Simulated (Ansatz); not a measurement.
# HfN: response to a displaced atom

Aim: deform HfN (atom 2 (N) moved by (0.115, 0.115, 0.115) Å) and compute stress, forces and field gradients with LAPW, PAW and all-electron datasets made for the crystal.

Computed with Ansatz 0.2.0 (DFT PBE, scalar-relativistic, unless a step's input says otherwise).

## (1) The structure to begin with

It takes space group Fm-3m (No. 225, cubic). The conventional cell has a = 4.518 Å, b = 4.518 Å, c = 4.518 Å, α = 90.00°, β = 90.00°, γ = 90.00°. Around Hf (site symmetry m-3m) lie 6 N at 2.26 Å. N (site symmetry m-3m) is surrounded by 6 Hf at 2.26 Å.

As a file:

```cif
data_structure
_symmetry_space_group_name_H-M 'P 1'
_symmetry_Int_Tables_number 1
_cell_length_a 3.1947
_cell_length_b 3.1947
_cell_length_c 3.1947
_cell_angle_alpha 60.000
_cell_angle_beta 60.000
_cell_angle_gamma 60.000
_cell_volume 23.06
loop_
_atom_site_label
_atom_site_type_symbol
_atom_site_fract_x
_atom_site_fract_y
_atom_site_fract_z
_atom_site_occupancy
Hf1 Hf 0.00000 0.00000 0.00000 1
N1 N 0.50000 0.50000 0.50000 1
```

Atoms are numbered in the order of the input: Hf1, N2.

## (2) The deformed structure

Space group Fm-3m before, R3m after.

## (3) All-electron LAPW

Contents of input.yaml:

```yaml
crystal:
  lattice:
    - [0.0, 2.259, 2.259]
    - [2.259, 0.0, 2.259]
    - [2.259, 2.259, 0.0]
  atoms:
    - { symbol: Hf, position: [0.0, 0.0, 0.0] }
    - { symbol: "N", position: [0.5255577689, 0.5255577689, 0.5255577689] }
kpoints:
  mp_grid: { grid: [10, 10, 10] }
scf:
  occupations: { method: fermi_dirac, width: 0.01 }
hamiltonian:
  xc: pbe
  pseudopotentials: { kind: all_electron, lapw: { basis_error: 0.0005 } }
output:
  forces: true
  stress: true
  eigenvalues: true
```

## (4) PAW on the default files

input.yaml: that of step 3 with these lines changed.

```diff
@@ -14,3 +14,3 @@
   xc: pbe
-  pseudopotentials: { kind: all_electron, lapw: { basis_error: 0.0005 } }
+  pseudopotentials: { kind: paw }
 output:
@@ -19 +19,2 @@
   eigenvalues: true
+  efg: { contact_densities: true }
```

## (5) All-electron PAW on datasets made for the crystal

input.yaml: that of step 4 with these lines changed.

```diff
@@ -14,3 +14,3 @@
   xc: pbe
-  pseudopotentials: { kind: paw }
+  pseudopotentials: { kind: all_electron, datasets: crystal }
 output:
```

(Steps that only read results are left out.)

What does the calculation give? Wanted: pressure; largest shear or deviatoric stress; force on N2 along the move.

As calculated:

| quantity | value |
| --- | --- |
| pressure | LAPW 10.63, PAW 10.55, crystal datasets 10.63 GPa |
| largest shear or deviatoric stress (LAPW) | 0.82 GPa |
| force on N2 along the move | -2.229 eV/Å |

What this shows: N2 feels a force against its move, a stiffness of 11.15 eV/Å² with all periodic images moving together. No run of the undeformed cell stands beside it, so the pressure holds what the given cell had before the change. PAW: stress within 0.07 GPa of LAPW, forces within 2 meV/Å. Crystal datasets: stress within 0.01 GPa of LAPW, forces within 1 meV/Å. Spin-orbit coupling is left out, though the cell holds Hf; in elements this heavy it can shift bands and gaps by tenths of an eV. HfN has an odd count of electrons, so a run without spin can force a false metal and spoil its energy.
